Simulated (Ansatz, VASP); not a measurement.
**Ir (dimer Ir chain): VASP beside Ansatz**

Wanted: the spread between two codes on one cell, functional and k mesh. The structure shown is the start of the Ansatz relaxation below; VASP solves that cell, so the two are compared at the walk's first step.

Method: plane waves, with VASP 6.6.1 beside it; single point at PBE, in Ansatz 0.2.0.

**1. Starting point**

The cell holds 2 atoms: 2 Ir. Cell: a = 7.500 Å, b = 7.500 Å, c = 5.358 Å, α = 90.0°, β = 90.0°, γ = 90.0°. Vacuum lies along a and b. The structure's axis is c.

**2. Ansatz: relaxation, PBE**

Ansatz runs on its default PAW (the set named soft_2) files.

The two programs are compared at the cell with which this relaxation starts, whose forces are those of its first step.

File input.yaml:

```yaml
crystal:
  lattice:
    - [7.5, 0.0, 0.0]
    - [0.0, 7.5, 0.0]
    - [0.0, 0.0, 5.358]
  atoms:
    - { symbol: Ir, position: [0.5, 0.5, 0.0], spin: 1.0 }
    - { symbol: Ir, position: [0.5, 0.5, 0.45], spin: 1.0 }
magnetization:
  spin_polarized: true
kpoints:
  mp_grid: { grid: [1, 1, 15] }
scf:
  occupations: { method: fermi_dirac, width: 0.05 }
hamiltonian:
  xc: pbe
relax:
  cell: { fix: [a, b, alpha, beta, gamma] }
  max_steps: 60
```

Command:

```console
> ansatz run input.yaml --threads 4 --pin off --max-ram 8192MiB --backend cpu --events-out ev --progress --plain --runs-dir out
```

Numbers of over 12 decimals in the logs are rounded to 6 here.

Output:

```text
Engine: ansatz 0.2.0, aarch64-unknown-linux-gnu
Pseudopotentials: kind: paw
Pseudopotential: Ir, paw, valence charge 17, recommended cutoff 420 eV (normal), Ir.paw.azcp
Functional definition: PBE
  parameter kappa = 0.804
  parameter beta = 0.066725
  exchange = pbe_x(kappa = kappa, mu = beta*pi^2/3)
  correlation = pbe_c(beta = beta)
Crystal: 2 atoms, lattice volume = 301.387 Å³
Basis set: ecut = 420 eV, 5929 PW (Γ), exchange–correlation on 108×108×72 points (8 copies of the dense FFT grid, shifted against one another)
Bands: 22, of which v1, the nominal top of the filled ones, is band 17 counted from 1 (16 counted from 0)
Symmetry: 16 space group operations
Space group: P4/mmm (ITA 123), of the structure as read, at distance tolerance 6.7e-5 Å
Magnetic group: BNS 123.339 (UNI 999), of the structure as read, at distance tolerance 6.7e-5 Å
k-points: 8 of 15
Non-local potential: Ir, projectors of the file, l = 0: 3, l = 1: 2, l = 2: 2, l = 3: 1
PAW form: soft (Blöchl's): semilocal exchange-correlation on the pseudo side does not see the compensation charge
PAW one-centre angular grid: Ir, 590 points (default); XC on 64 Gauss nodes
Initial density: superposition of atomic densities (neutral atoms: chi_scale 0, normalization atom)
Starting moments: Σ|m| = 2 μB on 2 of 2 sites
Initial wavefunctions: pseudopotential atomic-orbital guess
Functional: x = pbe(κ = 0.804, μ = 0.219515), c = pbe(β = 0.066725)
iter 1 solved again at ethr=2.22e-3 eV; its pass at ethr=3.10e-3 eV (dr2=7.54e-1 eV) is discarded
SCF iter   1: F=—  HF=-23860.636940 eV  |F-HF|=—  |Δ(HF+E_count)|=         —  Δρ=1.26e-2 (↑1.26e-2 ↓6.53e-3)  dr2=7.74e-1  dr2_m=1.38e-1  M=2.435 μB ∫|m|=2.439 μB  β_m=0.30  ethr=2.22e-3  ⟨swp⟩=1.0  Hψ=2102  notcnv=0
Mixer restart at iter 1: flushing history
preconditioner: auto → LDOS  [metal: Δε(μ)=0.003 eV  Ē_g=3.603 eV  σ=0.050 eV  W_gap=0.01  n_scr=38 (ndim 8)  ℏωp=9.1 eV  f_vac=0.678  D(μ)=11.56/eV (n_scr^D=88)]
spin=Collinear: LDOS preconditioning applied to the charge; magnetization (m = ρ↑ − ρ↓) channel mixes plain (no charge-response kernel on spin).
SCF iter   2: F=—  HF=-23860.899597 eV  |F-HF|=—  |Δ(HF+E_count)|=   2.63e-1  Δρ=8.57e-3 (↑8.57e-3 ↓4.60e-3)  dr2=1.50e-1  dr2_m=8.48e-2  M=2.579 μB ∫|m|=2.585 μB  β_m=0.44  ethr=2.22e-3  ⟨swp⟩=2.1  Hψ=562  notcnv=0
SCF iter   3: F=—  HF=-23861.371792 eV  |F-HF|=—  |Δ(HF+E_count)|=         —  Δρ=7.15e-3 (↑6.65e-3 ↓7.15e-3)  dr2=1.78e-2  dr2_m=1.28e-1  M=3.388 μB ∫|m|=3.399 μB  β_m=0.44  ethr=4.42e-4  ⟨swp⟩=2.2  Hψ=615  notcnv=0
Mixer restart at iter 3: flushing history
SCF iter   4: F=—  HF=-23861.404604 eV  |F-HF|=—  |Δ(HF+E_count)|=   3.28e-2  Δρ=4.67e-3 (↑4.27e-3 ↓4.67e-3)  dr2=6.69e-3  dr2_m=5.34e-2  M=3.462 μB ∫|m|=3.483 μB  β_m=0.72  ethr=5.23e-5  ⟨swp⟩=2.0  Hψ=661  notcnv=0
SCF iter   5: F=—  HF=-23861.427048 eV  |F-HF|=—  |Δ(HF+E_count)|=   2.24e-2  Δρ=1.73e-3 (↑1.73e-3 ↓1.46e-3)  dr2=1.77e-3  dr2_m=6.17e-3  M=3.734 μB ∫|m|=3.780 μB  β_m=0.86  ethr=1.97e-5  ⟨swp⟩=2.0  Hψ=688  notcnv=0
SCF iter   6: F=—  HF=-23861.431425 eV  |F-HF|=—  |Δ(HF+E_count)|=   4.38e-3  Δρ=1.26e-3 (↑1.26e-3 ↓1.06e-3)  dr2=6.50e-4  dr2_m=3.53e-3  M=3.936 μB ∫|m|=3.989 μB  β_m=0.93  ethr=5.20e-6  ⟨swp⟩=2.0  Hψ=690  notcnv=0
SCF iter   7: F=—  HF=-23861.440978 eV  |F-HF|=—  |Δ(HF+E_count)|=   9.55e-3  Δρ=2.28e-3 (↑2.28e-3 ↓1.85e-3)  dr2=5.11e-3  dr2_m=1.13e-2  M=4.390 μB ∫|m|=4.451 μB  β_m=0.26  ethr=1.91e-6  ⟨swp⟩=2.7  Hψ=787  notcnv=0  recentre
SCF iter   8: F=—  HF=-23861.433562 eV  |F-HF|=—  |Δ(HF+E_count)|=   7.42e-3  Δρ=1.38e-3 (↑1.38e-3 ↓1.09e-3)  dr2=4.68e-4  dr2_m=3.99e-3  M=4.164 μB ∫|m|=4.222 μB  β_m=0.62  ethr=1.91e-6  ⟨swp⟩=2.1  Hψ=665  notcnv=0
SCF iter   9: F=-23861.445194 eV  HF=-23861.445006 eV  |F-HF|=1.88e-4  |Δ(HF+E_count)|=   1.14e-2  Δρ=5.83e-4 (↑3.37e-4 ↓5.83e-4)  dr2=3.96e-4  dr2_m=5.02e-4  M=4.706 μB ∫|m|=4.774 μB  β_m=0.84  ethr=1.38e-6  ⟨swp⟩=3.1  Hψ=845  notcnv=0
SCF iter  10: F=-23861.442066 eV  HF=-23861.442991 eV  |F-HF|=9.25e-4  |Δ(HF+E_count)|=   2.01e-3  Δρ=2.13e-3 (↑2.13e-3 ↓1.85e-3)  dr2=1.27e-3  dr2_m=1.04e-2  M=4.543 μB ∫|m|=4.603 μB  β_m=0.84  ethr=1.16e-6  ⟨swp⟩=3.1  Hψ=795  notcnv=0  recentre
SCF iter  11: F=-23861.445484 eV  HF=-23861.445562 eV  |F-HF|=7.83e-5  |Δ(HF+E_count)|=   2.57e-3  Δρ=7.80e-4 (↑7.80e-4 ↓7.06e-4)  dr2=4.61e-4  dr2_m=1.33e-3  M=4.754 μB ∫|m|=4.828 μB  β_m=0.68  ethr=1.16e-6  ⟨swp⟩=3.0  Hψ=857  notcnv=0
SCF iter  12: F=-23861.445237 eV  HF=-23861.445802 eV  |F-HF|=5.65e-4  |Δ(HF+E_count)|=   2.40e-4  Δρ=1.48e-3 (↑1.48e-3 ↓1.27e-3)  dr2=5.37e-4  dr2_m=4.97e-3  M=4.767 μB ∫|m|=4.846 μB  β_m=0.84  ethr=1.16e-6  ⟨swp⟩=2.0  Hψ=596  notcnv=0  recentre
SCF iter  13: F=-23861.445212 eV  HF=-23861.445480 eV  |F-HF|=2.68e-4  |Δ(HF+E_count)|=   3.22e-4  Δρ=1.08e-3 (↑1.08e-3 ↓9.24e-4)  dr2=2.56e-4  dr2_m=2.67e-3  M=4.694 μB ∫|m|=4.762 μB  β_m=0.74  ethr=1.16e-6  ⟨swp⟩=3.0  Hψ=711  notcnv=0
[...]
SCF iter   6: F=—  HF=-23863.011459 eV  |F-HF|=—  |Δ(HF+E_count)|=   3.94e-5  Δρ=9.16e-6 (↑9.16e-6 ↓8.85e-6)  dr2=2.46e-7  dr2_m=1.06e-7  M=1.529 μB ∫|m|=1.531 μB  β_m=0.35  ethr=8.93e-9  ⟨swp⟩=2.0  Hψ=630  notcnv=0
SCF iter   7: F=—  HF=-23863.011460 eV  |F-HF|=—  |Δ(HF+E_count)|=   1.68e-7  Δρ=4.48e-6 (↑4.48e-6 ↓3.48e-6)  dr2=1.06e-7  dr2_m=8.65e-9  M=1.527 μB ∫|m|=1.529 μB  β_m=0.52  ethr=7.23e-10  ⟨swp⟩=2.0  Hψ=606  notcnv=0
SCF iter   8: F=-23863.011460 eV  HF=-23863.011460 eV  |F-HF|=1.49e-8  |Δ(HF+E_count)|=   2.06e-7  Δρ=1.31e-6 (↑1.25e-6 ↓1.31e-6)  dr2=5.79e-9  dr2_m=1.12e-9  M=1.527 μB ∫|m|=1.529 μB  ethr=3.12e-10  ⟨swp⟩=2.1  Hψ=1051  notcnv=0
SCF 6 converged in 8 iterations: F = -23863.011460 eV  dr2 = 5.79e-9
relax step   6: F+E_penalty+E_count = -23863.01145982 eV  Δ(F+E_penalty+E_count) = -2.134e-3 eV  max|allowed force component| = 1.423e-2 eV/Å  Δτ_max = 0.0021 Å  P = -0.105 GPa  Ω = 257.091 Å³  energy of the carried Pulay correction = +2.009e-3 eV  fix = [a, b, alpha, beta, gamma]  reactions: a -0.121, b -0.121 GPa  (8 SCF iters, dr2 threshold 2.00e-7 eV, accepted)
[...]
relax step   7: F+E_penalty+E_count = -23863.01150155 eV  Δ(F+E_penalty+E_count) = -4.173e-5 eV  max|allowed force component| = 2.465e-4 eV/Å  Δτ_max = 0.0003 Å  P = -0.081 GPa  Ω = 256.955 Å³  energy of the carried Pulay correction = +2.016e-3 eV  fix = [a, b, alpha, beta, gamma]  reactions: a -0.121, b -0.121 GPa  (6 SCF iters, dr2 threshold 1.35e-8 eV, accepted)
[...]
relax step   8: F+E_penalty+E_count = -23863.00788218 eV  Δ(F+E_penalty+E_count) = +3.619e-3 eV  max|allowed force component| = 2.556e-4 eV/Å  Δτ_max = 0.0000 Å  P = -0.082 GPa  Ω = 256.955 Å³  fix = [a, b, alpha, beta, gamma]  reactions: a -0.121, b -0.121 GPa  stress off target by 3.12e-3 GPa on what of the cell is left free  SCF on the basis re-selected at this cell (its energy is not comparable with the rows above)  (10 SCF iters)
basis re-selected at this cell: Δ(F+E_penalty+E_count) = +3.619e-3 eV, ΔP = -0.000 GPa vs the last step (what re-selecting the basis moved, of the pressure what is left beyond the Pulay correction that the steps carried, after the strain that the cell walked since its last selection, with what the two solves' SCF thresholds leave and, on support functions, any second-order correction that the steps lacked; it is no measure of the basis error at this ecutwfc). The dense FFT grid was sized anew with the basis: this SCF ran on 54×54×32 points, the steps before it on 54×54×36, so part of this shift can come from that change (see relax.cell in the input reference). [rest of the remark cut]
SCF converged after 10 iterations
Magnetization: 1.5246 μB (17.7623 up, 16.2377 down)
Absolute magnetization: 1.5265 μB (∫|ρ↑−ρ↓|, with the PAW one-centre terms)
Spin contamination: 0.0030 ħ² per cell (⟨S²⟩ above its minimum at these occupations)
Per-site moments (μB) at R_I (Å): [(0.532040, 0.942163), (0.532040, 0.942163)]
Free energy (F): -23863.007882 eV
Harris-Foulkes:  -23863.007882 eV  (|F-HF|=0.00e0)
Internal energy: -23862.971382 eV  (E = F + TS)
E sigma→0 (E₀):  -23862.989632 eV
Entropy (-TS):   -0.036501 eV (-18.250 meV/atom)
Fermi energy:    -2.315773 eV
--- Per-component energies (eV) ---
  E_band       = -1064.135650
  E_kinetic    = 1239.261093
  E_local      = -9426.060539  (includes V_loc(G=0)·N_el)
  E_nonlocal   = 153.447897
  E_hartree    = 4012.194320
  E_xc         = -527.216088
  E_vxc        = -587.893647  (∫ρ·V_xc dr)
  E_paw        = -18449.126294  (= ΣΔE_a)
  E_vpaw       = -467.279167  (= ΣTr[D̂ρ^β])
  E_aug_tail   = 0.000135  (compensation charges beyond the density's cutoff)
  E_ewald      = -865.471905
  E_smearing   = -0.036501  (= −TS)
  E_closure    = 0.000000  (closes the sum)
  Σ components = -23863.007882   (vs F -23863.007882, Δ=0.00e0)
--- Forces (eV/Å), atoms counted from 1 ---
  atom   1  Ir     0.00000000     0.00000000    -0.00025560
  atom   2  Ir    -0.00000000     0.00000000     0.00025560
  max |Σ_I F_I| component: 2.52e-29 eV/Å
--- Stress (GPa, compression-positive) ---
       -0.120751       0.000000       0.000000
        0.000000      -0.120751       0.000000
        0.000000       0.000000      -0.003121
  P = ⅓ Tr σ = -0.0815 GPa (-0.815 kbar)
--- Relaxed structure (7 steps of the walk, 7 accepted, 1 SCFs on fresh bases) ---
  F+E_penalty+E_count = -23863.00788218 eV   max|allowed force component| = 2.556e-4 eV/Å   (the final SCF, on the basis selected at the relaxed cell)
  cell:  # Å, volume = 256.9545 Å³
    - [7.5, 0.0, 0.0]
    - [0.0, 7.5, 0.0]
    - [0.0, 0.0, 4.568081]
  atoms:
    - { symbol: Ir, position: [0.5, 0.5, -0.024999] }
    - { symbol: Ir, position: [0.5, 0.5, 0.474999] }
```

**3. VASP: single point, PBE, start cell**

The same cell, functional, mesh and smearing now go to VASP, with its own data sets.

Lines of VASP's logs that name or quote its potential files are left out, and so is its time.

File INCAR:

```
SYSTEM = Ir
PREC = Accurate
ENCUT = 400
EDIFF = 1E-06
NELM = 200
ISMEAR = -1
SIGMA = 0.05
LREAL = .FALSE.
ALGO = Normal
GGA = PE
NBANDS = 17
ISPIN = 2
MAGMOM = 0.53 0.53
LASPH = .TRUE.
LMAXMIX = 4
LORBIT = 11
LWAVE = .FALSE.
LCHARG = .FALSE.
ISIF = 2
GGA_COMPAT = .FALSE.
```

File POSCAR:

```
Ir
1.0
    7.5000000000      0.0000000000      0.0000000000
    0.0000000000      7.5000000000      0.0000000000
    0.0000000000      0.0000000000      5.3580000000
Ir
2
Direct
    0.5000000000      0.5000000000      0.0000000000
    0.5000000000      0.5000000000      0.4500000000
```

File KPOINTS:

```
Automatic mesh
0
Gamma
1 1 15
0 0 0
```

Potentials, in the order of the species: Ir (PBE family, release 64).

Command:

```console
> mpirun -np 1 vasp_std
```

Output:

```text
[banner, memory and clock lines left out]
running    1 mpi-ranks, on    1 nodes
 distrk:  each k-point on    1 cores,    1 groups
 distr:  one band on    1 cores,    1 groups

 POSCAR found type information on POSCAR Ir
 POSCAR found :  1 types and       2 ions
 LDA part: xc-table for (Slater+PW92), standard interpolation
 POSCAR, INCAR and KPOINTS ok, starting setup
 FFT: planning ... GRIDC
 FFT: planning ... GRID_SOFT
 FFT: planning ... GRID
 WAVECAR not read
 entering main loop
       N       E                     dE             d eps       ncg     rms          rms(c)
DAV:   1     0.930228108188E+02    0.93023E+02   -0.43543E+03   544   0.578E+02
DAV:   2     0.304979777779E+01   -0.89973E+02   -0.73502E+02   715   0.152E+02
DAV:   3    -0.868459207286E+01   -0.11734E+02   -0.10675E+02   645   0.540E+01
DAV:   4    -0.896213957570E+01   -0.27755E+00   -0.26959E+00   621   0.111E+01
DAV:   5    -0.896846116849E+01   -0.63216E-02   -0.63065E-02   673   0.133E+00    0.680E+00
DAV:   6    -0.833829766909E+01    0.63016E+00   -0.23742E+00   581   0.106E+01    0.423E+00
DAV:   7    -0.832454354870E+01    0.13754E-01   -0.20704E-01   548   0.247E+00    0.334E+00
DAV:   8    -0.838106309232E+01   -0.56520E-01   -0.16561E-01   548   0.223E+00    0.168E+00
DAV:   9    -0.848736864847E+01   -0.10631E+00   -0.53292E-02   546   0.157E+00    0.785E-01
DAV:  10    -0.853987119036E+01   -0.52503E-01   -0.18964E-02   546   0.647E-01    0.470E-01
DAV:  11    -0.855922999252E+01   -0.19359E-01   -0.37222E-03   548   0.354E-01    0.430E-01
DAV:  12    -0.856633045278E+01   -0.71005E-02   -0.11205E-03   548   0.206E-01    0.386E-01
DAV:  13    -0.858270796768E+01   -0.16378E-01   -0.34094E-02   547   0.708E-01    0.341E-01
DAV:  14    -0.858291481035E+01   -0.20684E-03   -0.43726E-04   555   0.132E-01    0.311E-01
DAV:  15    -0.858301390102E+01   -0.99091E-04   -0.17176E-02   545   0.600E-01    0.606E-01
DAV:  16    -0.858236575554E+01    0.64815E-03   -0.21396E-02   544   0.760E-01    0.462E-01
DAV:  17    -0.858692074644E+01   -0.45550E-02   -0.35672E-03   548   0.368E-01    0.143E-01
DAV:  18    -0.858606436986E+01    0.85638E-03   -0.23165E-03   550   0.276E-01    0.365E-01
DAV:  19    -0.858714050902E+01   -0.10761E-02   -0.18798E-03   549   0.265E-01    0.106E-01
DAV:  20    -0.858724095104E+01   -0.10044E-03   -0.25014E-04   547   0.986E-02    0.520E-02
DAV:  21    -0.858726038654E+01   -0.19435E-04   -0.48259E-06   551   0.161E-02    0.345E-02
DAV:  22    -0.858725453231E+01    0.58542E-05   -0.18754E-06   496   0.829E-03    0.439E-02
DAV:  23    -0.858727464181E+01   -0.20109E-04   -0.11372E-05   552   0.199E-02    0.747E-03
DAV:  24    -0.858727523428E+01   -0.59247E-06   -0.40844E-07   435   0.416E-03
   1 F= -.85872752E+01 E0= -.85633992E+01  d E =-.477522E-01  mag=     4.7466
```

[end of part 1 of 2]

[Lines on the potential files, build, host, timing and source positions are cut from VASP's logs without a mark.]

[Logs are printed without paths, hosts, clocks, repeated set-up lines and the standing remarks that a program may print on its own settings, such as how far it seeks lower states.]

[Hosts, paths, dates, database ids (printed as entryN), source tags and the programs' standing remarks are cut or masked in the printed files.]
